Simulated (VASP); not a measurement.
Input of a VASP 6.6.1 run:

INCAR

```
PREC = Accurate
ENCUT = 520
EDIFF = 1E-7
ISMEAR = 0
SIGMA = 0.1
LREAL = F
LASPH = T
NELM = 120
ALGO = Normal
ISIF = 3
LWAVE = F
LCHARG = F
GGA = PE
IBRION = 2
NSW = 60
EDIFFG = -0.005
POTIM = 0.3
```

File KPOINTS:

```
Automatic mesh
0
Gamma
  9 9 9
```

POSCAR

```
ZrO2                                    
1.0
   -0.0000000000      2.5592692967      2.5592692967
    2.5592692967     -0.0000000000      2.5592692967
    2.5592692967      2.5592692967     -0.0000000000
  Zr              O             
     1     2
Direct
     0.0000000000000000    0.0000000000000000    0.0000000000000000
     0.2500000000000000    0.2500000000000000    0.2500000000000000
     0.7500000000000000    0.7500000000000000    0.7500000000000000
```

Potentials or basis: VASP PAW PBE potentials, release 64 (Zr_sv, O).

Run with:

```console
$ cat potpaw_PBE.64/Zr_sv/POTCAR potpaw_PBE.64/O/POTCAR > POTCAR
$ mpirun -np 1 vasp_std > vasp.out
```

Predict the band gap on the k mesh.

3.36 eV, indirect (least direct gap 3.83 eV).

Final structure:
```xyz
3
Lattice="0.0000 2.5593 2.5593 2.5593 0.0000 2.5593 2.5593 2.5593 0.0000" Properties=species:S:1:pos:R:3 pbc="T T T"
Zr    0.0000    0.0000    0.0000
O     1.2796    1.2796    1.2796
O     3.8389    3.8389    3.8389
```

Caveat: the relaxation stopped at its first step, so nothing moved; an odd mesh through Γ misses points on the zone boundary, where band edges often lie. A hybrid or GW would open this gap; PBE tends to underestimate it.
